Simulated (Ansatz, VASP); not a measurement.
## CoH4 in VASP and in Ansatz

The input INCAR:

```
ALGO = Normal ; EDIFF = 1E-7
ENCUT = 520 ; GGA = PE
ISIF = 2 ; ISMEAR = 0
ISPIN = 2 ; LASPH = T
LCHARG = F ; LMAXMIX = 4
LORBIT = 11 ; LREAL = F
LWAVE = F ; MAGMOM = 3 0 0 0 0
NBANDS = 18 ; NELM = 150
PREC = Accurate ; SIGMA = 0.1
```

KPOINTS

```
k-points
0
Gamma
  6 6 4
```

The input POSCAR:

```
CoH4
1.0
    3.0765869200      0.0000000000      0.0000000000
   -1.5382934600      2.6644024300      0.0000000000
    0.0000000000      0.0000000000      5.5066893300
Co H
1 4
Direct
    0.0000000000      0.0000000000      0.0000000000
    0.3333333300      0.6666666700      0.0974981300
    0.3333333300      0.6666666700      0.9025018700
    0.6666666700      0.3333333300      0.9025018700
    0.6666666700      0.3333333300      0.0974981300
```

Input for Ansatz:

```yaml
crystal:
  lattice:
    - [3.07658692, 0.0, 0.0]
    - [-1.53829346, 2.66440243, 0.0]
    - [0.0, 0.0, 5.50668933]
  atoms:
    - { symbol: Co, position: [0.0, 0.0, 0.0], spin: 3.0 }
    - { symbol: H, position: [0.33333333, 0.66666667, 0.09749813] }
    - { symbol: H, position: [0.33333333, 0.66666667, 0.90250187] }
    - { symbol: H, position: [0.66666667, 0.33333333, 0.90250187] }
    - { symbol: H, position: [0.66666667, 0.33333333, 0.09749813] }
basis:
  ecutwfc: 420
kpoints:
  mp_grid: { grid: [6, 6, 4] }
hamiltonian:
  xc: pbe
scf:
  occupations: { method: gaussian, width: 0.1 }
  lower_state_search: "off"
output:
  forces: true
  stress: true
  eigenvalues: true
  populations: true
magnetization:
  spin_polarized: true
```

Alike in both runs: task single point; functional PBE; k mesh 6 × 6 × 4; occupations gaussian, width 0.1 eV; collinear spin.

```csv
,VASP,Ansatz
version,VASP 6.6.1,Ansatz 0.2.0
potentials or method,"VASP PAW PBE potentials, release 64 (Co, H)","scalar-relativistic, plane waves, PAW"
plane-wave cutoff (eV),520,420
valence electrons in the cell,13,21
```

VASP gave:

```
gap on the k mesh at the Fermi level (eV)                     : none
pressure (GPa)                                                : -2.0
largest component of the traceless stress (GPa)               : 6.49
rms of the force components (eV/Å)                            : 0.325
net moment per atom (μB)                                      : 0.09
size of the moment on the site where the two differ most (μB) : 0.37
```

Problem. Estimate Ansatz's values.

Solution. gap on the k mesh at the Fermi level (eV): none; pressure (GPa): -1.9; largest component of the traceless stress (GPa): 6.67; rms of the force components (eV/Å): 0.330; net moment per atom (μB): 0.09; size of the moment on the site where the two differ most (μB): 0.32.

Site moments also hang on the region over which each program counts them. Atom by atom the forces differ by 0.004 eV/Å (rms over components). A gap of «none» marks a metal or a gap that the smearing closes. The functional is the same, so the differences come from potentials, cutoffs and numerics. The two sets of potentials don't hold the same shells in valence.

Caveats: the k mesh is coarse (spacing up to 0.39 Å⁻¹), so the values aren't converged.
